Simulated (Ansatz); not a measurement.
# CuO (Tenorite) (C2/c) in Ansatz: notebook

The runs below take CuO (Tenorite) through single point, with PBE.

All numbers are computed with Ansatz 0.2.0; they aren't measurements. Logs are shortened: lines on timing, memory, paths and dates and some standing lists are left out, and cuts for length are marked.

## (1) Starting point

Symmetry: C2/c, No. 15, monoclinic system. The conventional cell has a = 4.684 Å, b = 3.423 Å, c = 5.129 Å, α = 90.00°, β = 99.54°, γ = 90.00°. Cu (site symmetry -1) has 4 O at 1.95 to 1.96 Å as nearest neighbours. O (site symmetry 2) has 4 Cu at 1.95 to 1.96 Å as nearest neighbours.

## (2) Single point, PBE

The input, input.yaml:

```yaml
crystal:
  lattice:
    - [2.34185, -1.7113, 0.0]
    - [2.34185, 1.7113, 0.0]
    - [-0.8500274268, 0.0, 5.0578693947]
  atoms:
    - { symbol: Cu, position: [0.5, 0.0, 0.5] }
    - { symbol: Cu, position: [0.0, 0.5, 0.0] }
    - { symbol: O, position: [0.4184, 0.5816, 0.75] }
    - { symbol: O, position: [0.5816, 0.4184, 0.25] }
hamiltonian:
  xc: pbe
  pseudopotentials: { kind: paw }
kpoints:
  mp_grid: { grid: [10, 10, 5] }
scf:
  occupations: { method: gaussian, width: 0.012 }
output:
  forces: true
  stress: true
  eigenvalues: true
  write_density: true
  write_potential: true
  elf: true
  volumetric_format: npy
```

Potentials or basis: Ansatz PAW.

On the command line:

```
> ansatz run input.yaml --threads 2 --pin off --max-ram 5632MiB --backend cpu --events-out ev --progress --plain --runs-dir out
```

Log:

```text
Warning: RAYON_NUM_THREADS=2 ignored (pool sized by the plan → 2); use --threads N
Engine: ansatz 0.2.0, x86_64-unknown-linux-gnu
Pseudopotentials: kind: paw
Pseudopotential: Cu, paw, valence charge 19, recommended cutoff 420 eV (normal), Cu.paw.azcp
Pseudopotential: O, paw, valence charge 6, recommended cutoff 420 eV (normal), O.paw.azcp
Functional definition: PBE
  parameter kappa = 0.804
  parameter beta = 0.06672455060314922
  exchange = pbe_x(kappa = kappa, mu = beta*pi^2/3)
  correlation = pbe_c(beta = beta)
Crystal: 4 atoms, lattice volume = 40.540 Å³
Basis set: ecut = 420 eV, 787 PW (Γ), exchange–correlation on 40×40×72 points (8 copies of the dense FFT grid, shifted against one another)
Bands: 30, of which v1, the nominal top of the filled ones, is band 25 counted from 1 (24 counted from 0)
Symmetry: 4 space group operations
Space group: C2/c (ITA 15), of the structure as read, at distance tolerance 3.4e-5 Å
k-points: 141 of 500
Non-local potential: Cu, projectors of the file, l = 0: 3, l = 1: 2, l = 2: 3, l = 3: 1
Non-local potential: O, projectors of the file, l = 0: 2, l = 1: 2, l = 2: 1
PAW form: soft (Blöchl's): semilocal exchange-correlation on the pseudo side does not see the compensation charge
PAW one-centre angular grid: Cu, 590 points (default); XC on 64 Gauss nodes
PAW one-centre angular grid: O, 110 points (default); XC on 64 Gauss nodes
Initial density: superposition of atomic densities (neutral atoms: chi_scale 0, normalization atom), corrected by the library's trained network
Initial wavefunctions: pseudopotential atomic-orbital guess
Functional: x = pbe(κ = 0.804, μ = 0.2195149727645171), c = pbe(β = 0.06672455060314922)
SCF iter   1: F=—  HF=-14382.350634 eV  |F-HF|=—  |Δ(HF+E_count)|=         —  Δρ=5.21e-3  dr2=2.68e-3  ethr=1.77e-3  ⟨swp⟩=5.0  Hψ=15021  notcnv=0
preconditioner: auto → Kerker (q_TF=auto, 2.825 Å⁻¹)  [metal: Δε(μ)=0.008 eV  Ē_g=11.246 eV  σ=0.012 eV  W_gap=0.33  n_scr=20 (ndim 8)  ℏωp=34.0 eV  f_vac=0.000  D(μ)=1.89/eV (n_scr^D=20)]
SCF iter   2: F=—  HF=-14382.349987 eV  |F-HF|=—  |Δ(HF+E_count)|=   6.47e-4  Δρ=2.59e-3  dr2=8.20e-4  ethr=5.36e-6  ⟨swp⟩=2.0  Hψ=8336  notcnv=0  defer=121
preconditioner: auto → Resta (q_TF=auto, 2.825 Å⁻¹)  ε∞=10.1  [insulator: Δε(μ)=0.012 eV  Ē_g=11.246 eV  σ=0.012 eV  W_gap=0.51  n_scr=20 (ndim 8)  ℏωp=34.0 eV  f_vac=0.000  D(μ)=1.92/eV (n_scr^D=20)  ε∞_Penn≈10.1]
SCF iter   3: F=—  HF=-14382.349791 eV  |F-HF|=—  |Δ(HF+E_count)|=   1.97e-4  Δρ=5.79e-4  dr2=1.05e-4  ethr=1.64e-6  ⟨swp⟩=2.0  Hψ=7090  notcnv=0  defer=121
SCF iter   4: F=—  HF=-14382.349781 eV  |F-HF|=—  |Δ(HF+E_count)|=   9.75e-6  Δρ=1.90e-4  dr2=1.19e-5  ethr=2.11e-7  ⟨swp⟩=2.0  Hψ=5388  notcnv=0  defer=121
SCF iter   5: F=—  HF=-14382.349797 eV  |F-HF|=—  |Δ(HF+E_count)|=   1.61e-5  Δρ=1.34e-4  dr2=4.34e-6  ethr=2.38e-8  ⟨swp⟩=2.0  Hψ=7219  notcnv=0  defer=121
SCF iter   6: F=—  HF=-14382.349796 eV  |F-HF|=—  |Δ(HF+E_count)|=   9.62e-7  Δρ=3.24e-5  dr2=3.02e-7  ethr=8.68e-9  ⟨swp⟩=2.2  Hψ=6512  notcnv=0  defer=121
SCF iter   7: F=-14382.349796 eV  HF=-14382.349796 eV  |F-HF|=3.12e-9  |Δ(HF+E_count)|=   9.90e-8  Δρ=6.55e-6  dr2=1.58e-8  ethr=2.00e-10  ⟨swp⟩=9.5  Hψ=26421  notcnv=0
SCF 1 converged in 7 iterations: F = -14382.349796 eV  dr2 = 1.58e-8
SCF converged after 7 iterations
Free energy (F): -14382.349796 eV
Harris-Foulkes:  -14382.349796 eV  (|F-HF|=3.12e-9)
Internal energy: -14382.349636 eV  (E = F + TS)
E sigma→0 (E₀):  -14382.349716 eV
Entropy (-TS):   -0.000160 eV (-0.040 meV/atom)
Fermi energy:    12.250775 eV
--- Per-component energies (eV) ---
  E_band       = -854.286686
  E_kinetic    = 943.174302
  E_local      = -9663.205655  (includes V_loc(G=0)·N_el)
  E_nonlocal   = 879.137930
  E_hartree    = 4186.589335
  E_xc         = -323.943772
  E_vxc        = -415.866773  (∫ρ·V_xc dr)
  E_paw        = -3639.779412  (= ΣΔE_a)
  E_vpaw       = -970.701652  (= ΣTr[D̂ρ^β])
  E_aug_tail   = 0.005569  (compensation charges beyond the density's cutoff)
  E_ewald      = -6764.327933
  E_smearing   = -0.000160  (= −TS)
  E_closure    = -0.000000  (closes the sum)
  Σ components = -14382.349796   (vs F -14382.349796, Δ=0.00e0)
--- Forces (eV/Å), atoms counted from 1 ---
  atom   1  Cu    -0.00000000     0.00000000     0.00000000
  atom   2  Cu     0.00000000     0.00000000     0.00000000
  atom   3  O      0.00000000    -0.26297052    -0.00000000
  atom   4  O      0.00000000     0.26297052     0.00000000
  max |Σ_I F_I| component: 9.47e-30 eV/Å
--- Stress (GPa, compression-positive) ---
        5.470593      -0.000000      -1.303273
       -0.000000       6.896074       0.000000
       -1.303274       0.000000       4.678155
  P = ⅓ Tr σ = 5.6816 GPa (56.816 kbar)
--- Band table (eV; the first three rows and the last of 141) ---
  k-point 0: bands = ["-100.3353", "-100.3346", "-57.8703", "-57.8700", "-57.8376", "-57.8290", "-57.4244", "-57.4238", "-7.7321", "-6.3954", "4.0449", "6.6589", "7.0570", "8.9309", "9.1069", "9.1149", "9.1798", "9.2719", "9.5462", "9.6355", "9.8691", "10.0357", "10.0952", "10.5895", "12.4589", "13.1959", "13.9430", "18.2475", "20.3786", "25.5750"]
  k-point 1: bands = ["-100.3352", "-100.3347", "-57.8703", "-57.8700", "-57.8368", "-57.8299", "-57.4243", "-57.4239", "-7.6242", "-6.5489", "4.4253", "6.7401", "7.0870", "8.3183", "8.5874", "8.6475", "9.2913", "9.4772", "9.7344", "9.7493", "9.9676", "10.1563", "10.3383", "10.4846", "12.4272", "13.0403", "14.4764", "17.6934", "21.2137", "25.6164"]
  k-point 2: bands = ["-100.3350", "-100.3349", "-57.8701", "-57.8701", "-57.8347", "-57.8320", "-57.4242", "-57.4240", "-7.3260", "-6.9188", "5.4524", "6.8421", "6.9460", "7.1361", "8.2110", "8.2702", "9.4500", "9.5434", "9.8127", "9.8808", "9.9390", "10.1523", "10.6084", "10.7213", "12.3981", "12.6699", "15.5810", "16.7066", "22.9211", "24.8661"]
  k-point 140: bands = ["-100.3336", "-100.3335", "-57.8834", "-57.8821", "-57.8339", "-57.8320", "-57.4329", "-57.4320", "-6.3279", "-6.2170", "5.3731", "5.8830", "6.5761", "6.6613", "7.0367", "7.4252", "9.4063", "9.6974", "9.9889", "10.0086", "10.5130", "10.5247", "10.9113", "11.0056", "11.5646", "12.2138", "16.8652", "18.0357", "20.8826", "21.5766"]
```

Run time: 11 s. Hardware: 2 threads of Intel Xeon at 2.50GHz (Skylake/Cascade Lake), shared host; peak memory 0.44 GiB.

Results:

```yaml
Free_energy: -14382.3498 eV
Pressure: 5.7 GPa
Largest_force: 0.263 eV/Å
Band_gap_on_the_k_mesh: none (metal or under the smearing width)
```

Forces on the atoms (eV/Å):
```
Cu   0.000  0.000  0.000
Cu   0.000  0.000  0.000
O    0.000 -0.263  0.000
O    0.000  0.263  0.000
```

Levels at points of the mesh, in eV from the Fermi level:
| k point | band 23 | band 24 | band 25 | band 26 | band 27 | band 28 |
| --- | --- | --- | --- | --- | --- | --- |
| (0.00, 0.00, 0.00) | -2.16 | -1.66 | 0.21 | 0.95 | 1.69 | 6.00 |
| (0.00, -0.50, 0.00) | -1.52 | -1.41 | 0.01 | 0.26 | 4.83 | 6.27 |
| (-0.50, -0.50, 0.00) | -1.65 | -1.21 | -0.66 | 1.07 | 3.31 | 7.07 |

Caveat: the pressure holds a Pulay correction of +0.7 GPa for the finite cutoff; the run has no spin polarisation, though such a crystal can be magnetic; semilocal functionals often make such compounds metallic where correlation or magnetic order opens a gap, which also shifts bond lengths. With open d or f shells a metallic result of PBE can be an artefact of self-interaction; +U or a hybrid may open a gap.

## (3) Single point, PBE

input.yaml: that of step 2 with these lines changed.

```diff
@@ -16,3 +16,3 @@
 scf:
-  occupations: { method: gaussian, width: 0.012 }
+  occupations: { method: gaussian, width: 0.013 }
 output:
@@ -21,5 +21 @@
   eigenvalues: true
-  write_density: true
-  write_potential: true
-  elf: true
-  volumetric_format: npy
```

Potentials or basis: Ansatz PAW.

On the command line:

```
> ansatz run input.yaml --threads 2 --pin off --max-ram 5632MiB --backend cpu --events-out ev --progress --plain --runs-dir out
```

Log:

```text
Warning: RAYON_NUM_THREADS=2 ignored (pool sized by the plan → 2); use --threads N
[... 9 set-up lines as earlier in the session ...]
Crystal: 4 atoms, lattice volume = 40.540 Å³
Basis set: ecut = 420 eV, 787 PW (Γ), exchange–correlation on 40×40×72 points (8 copies of the dense FFT grid, shifted against one another)
Bands: 30, of which v1, the nominal top of the filled ones, is band 25 counted from 1 (24 counted from 0)
[... 2 set-up lines as earlier in the session ...]
k-points: 141 of 500
[... 8 set-up lines as earlier in the session ...]
SCF iter   1: F=—  HF=-14382.350646 eV  |F-HF|=—  |Δ(HF+E_count)|=         —  Δρ=5.21e-3  dr2=2.68e-3  ethr=1.77e-3  ⟨swp⟩=5.0  Hψ=15021  notcnv=0
preconditioner: auto → Kerker (q_TF=auto, 2.825 Å⁻¹)  [metal: Δε(μ)=0.008 eV  Ē_g=11.246 eV  σ=0.013 eV  W_gap=0.31  n_scr=20 (ndim 8)  ℏωp=34.0 eV  f_vac=0.000  D(μ)=1.91/eV (n_scr^D=20)]
SCF iter   2: F=—  HF=-14382.349999 eV  |F-HF|=—  |Δ(HF+E_count)|=   6.47e-4  Δρ=2.59e-3  dr2=8.18e-4  ethr=5.37e-6  ⟨swp⟩=2.0  Hψ=8333  notcnv=0  defer=118
SCF iter   3: F=—  HF=-14382.349793 eV  |F-HF|=—  |Δ(HF+E_count)|=   2.07e-4  Δρ=3.87e-4  dr2=4.77e-5  ethr=1.64e-6  ⟨swp⟩=2.0  Hψ=7078  notcnv=0  defer=118
SCF iter   4: F=—  HF=-14382.349809 eV  |F-HF|=—  |Δ(HF+E_count)|=   1.66e-5  Δρ=1.43e-4  dr2=7.05e-6  ethr=9.54e-8  ⟨swp⟩=2.1  Hψ=6543  notcnv=0  defer=118
SCF iter   5: F=—  HF=-14382.349810 eV  |F-HF|=—  |Δ(HF+E_count)|=   9.16e-7  Δρ=7.11e-5  dr2=1.21e-6  ethr=1.41e-8  ⟨swp⟩=2.5  Hψ=6619  notcnv=0  defer=118
SCF iter   6: F=—  HF=-14382.349810 eV  |F-HF|=—  |Δ(HF+E_count)|=   3.31e-8  Δρ=3.69e-5  dr2=3.76e-7  ethr=2.42e-9  ⟨swp⟩=2.0  Hψ=7477  notcnv=0  defer=118
SCF iter   7: F=-14382.349810 eV  HF=-14382.349810 eV  |F-HF|=1.11e-8  |Δ(HF+E_count)|=   7.85e-8  Δρ=8.62e-6  dr2=2.83e-8  ethr=2.00e-10  ⟨swp⟩=5.3  Hψ=16892  notcnv=0
SCF 1 converged in 7 iterations: F = -14382.349810 eV  dr2 = 2.83e-8
SCF converged after 7 iterations
Free energy (F): -14382.349810 eV
Harris-Foulkes:  -14382.349810 eV  (|F-HF|=1.11e-8)
Internal energy: -14382.349615 eV  (E = F + TS)
E sigma→0 (E₀):  -14382.349712 eV
Entropy (-TS):   -0.000196 eV (-0.049 meV/atom)
Fermi energy:    12.250443 eV
--- Per-component energies (eV) ---
  E_band       = -854.289210
  E_kinetic    = 943.173835
  E_local      = -9663.212507  (includes V_loc(G=0)·N_el)
  E_nonlocal   = 879.138219
  E_hartree    = 4186.595272
  E_xc         = -323.943523
  E_vxc        = -415.866443  (∫ρ·V_xc dr)
  E_paw        = -3639.778548  (= ΣΔE_a)
  E_vpaw       = -970.704156  (= ΣTr[D̂ρ^β])
  E_aug_tail   = 0.005569  (compensation charges beyond the density's cutoff)
  E_ewald      = -6764.327933
  E_smearing   = -0.000196  (= −TS)
  E_closure    = -0.000000  (closes the sum)
  Σ components = -14382.349810   (vs F -14382.349810, Δ=0.00e0)
--- Forces (eV/Å), atoms counted from 1 ---
  atom   1  Cu    -0.00000000     0.00000000     0.00000000
  atom   2  Cu     0.00000000     0.00000000     0.00000000
  atom   3  O      0.00000000    -0.26274087    -0.00000000
  atom   4  O      0.00000000     0.26274087     0.00000000
  max |Σ_I F_I| component: 1.26e-29 eV/Å
--- Stress (GPa, compression-positive) ---
        5.469567      -0.000000      -1.301640
       -0.000000       6.896210       0.000000
       -1.301643       0.000000       4.679939
  P = ⅓ Tr σ = 5.6819 GPa (56.819 kbar)
--- Band table (eV; the first three rows and the last of 141) ---
  k-point 0: bands = ["-100.3353", "-100.3347", "-57.8704", "-57.8701", "-57.8377", "-57.8291", "-57.4244", "-57.4239", "-7.7321", "-6.3954", "4.0448", "6.6589", "7.0570", "8.9308", "9.1069", "9.1149", "9.1797", "9.2718", "9.5462", "9.6355", "9.8690", "10.0356", "10.0951", "10.5894", "12.4589", "13.1958", "13.9430", "18.2475", "20.3785", "25.5750"]
  k-point 1: bands = ["-100.3353", "-100.3348", "-57.8703", "-57.8701", "-57.8369", "-57.8300", "-57.4244", "-57.4239", "-7.6243", "-6.5489", "4.4252", "6.7401", "7.0869", "8.3182", "8.5874", "8.6475", "9.2913", "9.4771", "9.7343", "9.7493", "9.9675", "10.1563", "10.3383", "10.4846", "12.4272", "13.0402", "14.4763", "17.6933", "21.2136", "25.6164"]
  k-point 2: bands = ["-100.3351", "-100.3349", "-57.8702", "-57.8701", "-57.8348", "-57.8321", "-57.4242", "-57.4241", "-7.3260", "-6.9189", "5.4524", "6.8420", "6.9460", "7.1361", "8.2109", "8.2701", "9.4499", "9.5433", "9.8127", "9.8808", "9.9389", "10.1523", "10.6084", "10.7212", "12.3980", "12.6699", "15.5810", "16.7066", "22.9211", "24.8660"]
  k-point 140: bands = ["-100.3337", "-100.3336", "-57.8834", "-57.8822", "-57.8339", "-57.8321", "-57.4330", "-57.4321", "-6.3279", "-6.2170", "5.3731", "5.8830", "6.5761", "6.6612", "7.0366", "7.4252", "9.4063", "9.6973", "9.9888", "10.0085", "10.5129", "10.5246", "10.9112", "11.0055", "11.5645", "12.2137", "16.8652", "18.0357", "20.8826", "21.5765"]
```

It took 8.2 s on 2 threads of Intel Xeon at 2.50GHz (Skylake/Cascade Lake), shared host; peak memory 0.43 GiB.

Results:

```
Free energy            : -14382.3498 eV
Pressure               : 5.7 GPa
Largest force          : 0.263 eV/Å
Band gap on the k mesh : none (metal or under the smearing width)
```

Forces in eV/Å, atoms in the order of the input:
```
Cu   0.000  0.000  0.000
Cu   0.000  0.000  0.000
O    0.000 -0.263  0.000
O    0.000  0.263  0.000
```

Stress tensor (GPa, compression positive):
```
 5.47  0.00 -1.30
 0.00  6.90  0.00
-1.30  0.00  4.68
```

Caveat: the pressure holds a Pulay correction of +0.7 GPa for the finite cutoff; the run has no spin polarisation, though such a crystal can be magnetic; semilocal functionals often make such compounds metallic where correlation or magnetic order opens a gap, which also shifts bond lengths. With open d or f shells a metallic result of PBE can be an artefact of self-interaction; +U or a hybrid may open a gap.

## (4) Single point, PBE

input.yaml: that of step 3 with these lines changed.

```diff
@@ -16,3 +16,3 @@
 scf:
-  occupations: { method: gaussian, width: 0.013 }
+  occupations: { method: gaussian, width: 0.014 }
 output:
@@ -21 +21,5 @@
   eigenvalues: true
+  write_density: true
+  write_potential: true
+  elf: true
+  volumetric_format: npy
```

Potentials or basis: Ansatz PAW.

On the command line:

```
> ansatz run input.yaml --threads 2 --pin off --max-ram 5632MiB --backend cpu --events-out ev --progress --plain --runs-dir out
```

Log:

```text
Warning: RAYON_NUM_THREADS=2 ignored (pool sized by the plan → 2); use --threads N
[... 3 set-up lines as earlier in the session ...]
[... 50 lines left out ...]
  E_closure    = -0.000000  (closes the sum)
  Σ components = -14382.349826   (vs F -14382.349826, Δ=0.00e0)
--- Forces (eV/Å), atoms counted from 1 ---
  atom   1  Cu    -0.00000000     0.00000000     0.00000000
  atom   2  Cu     0.00000000     0.00000000     0.00000000
  atom   3  O      0.00000000    -0.26254526    -0.00000000
  atom   4  O      0.00000000     0.26254526     0.00000000
  max |Σ_I F_I| component: 1.26e-29 eV/Å
--- Stress (GPa, compression-positive) ---
        5.468415      -0.000000      -1.299866
       -0.000000       6.896537       0.000000
       -1.299868       0.000000       4.681508
  P = ⅓ Tr σ = 5.6822 GPa (56.822 kbar)
--- Band table (eV; the first three rows and the last of 141) ---
  k-point 0: bands = ["-100.3353", "-100.3347", "-57.8703", "-57.8701", "-57.8377", "-57.8291", "-57.4244", "-57.4239", "-7.7321", "-6.3954", "4.0448", "6.6589", "7.0570", "8.9308", "9.1070", "9.1149", "9.1797", "9.2718", "9.5461", "9.6354", "9.8691", "10.0356", "10.0951", "10.5894", "12.4589", "13.1958", "13.9430", "18.2475", "20.3785", "25.5750"]
  k-point 1: bands = ["-100.3353", "-100.3348", "-57.8703", "-57.8701", "-57.8369", "-57.8300", "-57.4244", "-57.4239", "-7.6243", "-6.5489", "4.4252", "6.7401", "7.0869", "8.3182", "8.5874", "8.6475", "9.2913", "9.4771", "9.7343", "9.7493", "9.9675", "10.1563", "10.3383", "10.4846", "12.4272", "13.0402", "14.4763", "17.6933", "21.2136", "25.6164"]
  k-point 2: bands = ["-100.3351", "-100.3349", "-57.8702", "-57.8701", "-57.8348", "-57.8322", "-57.4242", "-57.4240", "-7.3260", "-6.9189", "5.4523", "6.8420", "6.9460", "7.1361", "8.2109", "8.2701", "9.4500", "9.5433", "9.8127", "9.8808", "9.9389", "10.1522", "10.6084", "10.7212", "12.3980", "12.6699", "15.5810", "16.7066", "22.9211", "24.8660"]
  k-point 140: bands = ["-100.3337", "-100.3336", "-57.8834", "-57.8822", "-57.8340", "-57.8321", "-57.4330", "-57.4321", "-6.3279", "-6.2170", "5.3731", "5.8830", "6.5761", "6.6612", "7.0366", "7.4252", "9.4063", "9.6973", "9.9888", "10.0085", "10.5129", "10.5246", "10.9112", "11.0055", "11.5645", "12.2137", "16.8652", "18.0357", "20.8826", "21.5765"]
```

Wall time 11 s (2 threads of Intel Xeon at 2.50GHz (Skylake/Cascade Lake), shared host); peak memory 0.44 GiB.

What came out:

| Item | Value |
| --- | --- |
| Free energy | -14382.3498 eV |
| Pressure | 5.7 GPa |
| Largest force | 0.263 eV/Å |
| Band gap on the k mesh | none (metal or under the smearing width) |

Forces in eV/Å, atoms in the order of the input:
```
Cu   0.000  0.000  0.000
Cu   0.000  0.000  0.000
O    0.000 -0.263  0.000
O    0.000  0.263  0.000
```

Caveat: the pressure holds a Pulay correction of +0.7 GPa for the finite cutoff; the run has no spin polarisation, though such a crystal can be magnetic; semilocal functionals often make such compounds metallic where correlation or magnetic order opens a gap, which also shifts bond lengths. With open d or f shells a metallic result of PBE can be an artefact of self-interaction; +U or a hybrid may open a gap.

(Part 1 of 2 ends here.)
